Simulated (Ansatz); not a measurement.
Pd:

```xyz
1
Lattice="-1.5723 1.5723 1.5723 1.5723 -1.5723 1.5723 1.5723 1.5723 -1.5723" Properties=species:S:1:pos:R:3 pbc="T T T"
Pd    0.0000    0.0000    0.0000
```

This isn't the form of Pd at room conditions, which is fcc.

```yaml
Program: Ansatz 0.2.0
Task: relaxation of cell and atoms
Functional: revPBE
Dispersion: D4
Potentials_or_basis: Ansatz PAW
Cutoff: "420 eV (not typed: the program's choice for these potentials)"
k_mesh: 12 × 12 × 12
Occupations: fermi-dirac, width 0.05 eV
Spin: no spin polarisation
```

At the start: volume 15.55 Å³/atom.

How do energy, volume and symmetry change on relaxing?

It ends after 5 steps and the volume is 15.00 Å³/atom (-3.5 %); space group Im-3m (No. 229, to 0.05 Å).

Step by step:
```csv
step,energy change (eV),largest force (eV/Å),volume (Å³)
1,0.0000,0.0000,15.55
2,-0.0042,0.0000,14.60
3,-0.0103,0.0000,15.03
4,-0.0104,0.0000,15.00
5,-0.0101,0.0000,15.00
```

Final structure:
```cif
data_structure
_symmetry_space_group_name_H-M 'P 1'
_symmetry_Int_Tables_number 1
_cell_length_a 2.6911
_cell_length_b 2.6911
_cell_length_c 2.6911
_cell_angle_alpha 109.471
_cell_angle_beta 109.471
_cell_angle_gamma 109.471
_cell_volume 15.00
loop_
_atom_site_label
_atom_site_type_symbol
_atom_site_fract_x
_atom_site_fract_y
_atom_site_fract_z
_atom_site_occupancy
Pd1 Pd 0.00000 0.00000 0.00000 1
```

Caveat: the plane-wave basis is chosen anew once the cell has moved, so the energies of steps on either side of that aren't comparable; pairwise dispersion overbinds metals, which lowers pressure and volume; the PAW data sets come from PBE, with cores solved anew for the run's functional, which leaves a small shift of forces and pressure.
